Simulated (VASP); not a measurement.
Write the native input for VASP 6.6.1 that does the following.

```
Task                   : relaxation of cell and atoms
Functional             : PBE
Potentials or basis    : VASP PAW PBE potentials, release 64 (Si)
Cutoff                 : 600 eV
k mesh                 : 6 × 5 × 6
Occupations            : gaussian, width 0.02 eV
Spin                   : no spin polarisation
Further INCAR settings : ALGO = Normal; EDIFF = 1e-06; IBRION = 2; EDIFFG = -0.01; NSW = 40; ISIF = 3
```

The structure of Si lies in POSCAR:

```
Si
1.0
    3.8699723759      0.0000000000      0.0000000000
    0.0000000000      5.4729674200      0.0000000000
    0.0000000000      0.0000000000      3.8245926667
Si
4
Direct
    0.0000000000      0.0000000000      0.0000000000
    0.5000000000      0.5000000000      0.5000000000
    0.0000000000      0.2500000000      0.5000000000
    0.5000000000      0.7500000000      0.0000000000
```

These files were run (other wordings do the same):

INCAR

```
SYSTEM = Si
PREC = Accurate ; ENCUT = 600
EDIFF = 1E-6 ; ISMEAR = 0
SIGMA = 0.02 ; LREAL = .FALSE.
LASPH = .TRUE. ; NELM = 80
ALGO = Normal ; ISIF = 3
LWAVE = .FALSE. ; LCHARG = .FALSE.
GGA = PE ; IBRION = 2
NSW = 40 ; EDIFFG = -0.01
LATTICE_CONSTRAINTS = .FALSE. .FALSE. .TRUE. ; KPAR = 4
```

KPOINTS

```
regular mesh
0
G
  6 5 6
  0 0 0
```

Potentials or basis: VASP PAW PBE potentials, release 64 (Si).

The run is started by

```sh
$ cat potpaw_PBE.64/Si/POTCAR > POTCAR
$ mpirun -np 4 vasp_std > vasp.out
```

Results of the run:

- Relaxed volume: 20.47 Å³/atom
- Relaxed cell: a = 3.870 Å, b = 5.473 Å, c = 3.866 Å, α = 90.00°, β = 90.00°, γ = 90.00°
- Space group after relaxing (to 0.05 Å): Fd-3m (No. 227)
- Energy gained by relaxing: 1.7 meV/atom
- Ionic steps: 4
- Pressure after relaxing: -0.1 GPa
- Largest force after relaxing: 0.010 eV/Å
- Band gap on the k mesh: 0.61 eV

Caveat: an odd mesh through Γ misses points on the zone boundary, where band edges often lie.

Wall time 21 s on 4 MPI ranks on Intel(R) Xeon(R) 6975P-C (Granite Rapids) (shared host), peak memory 0.22 GiB a rank.
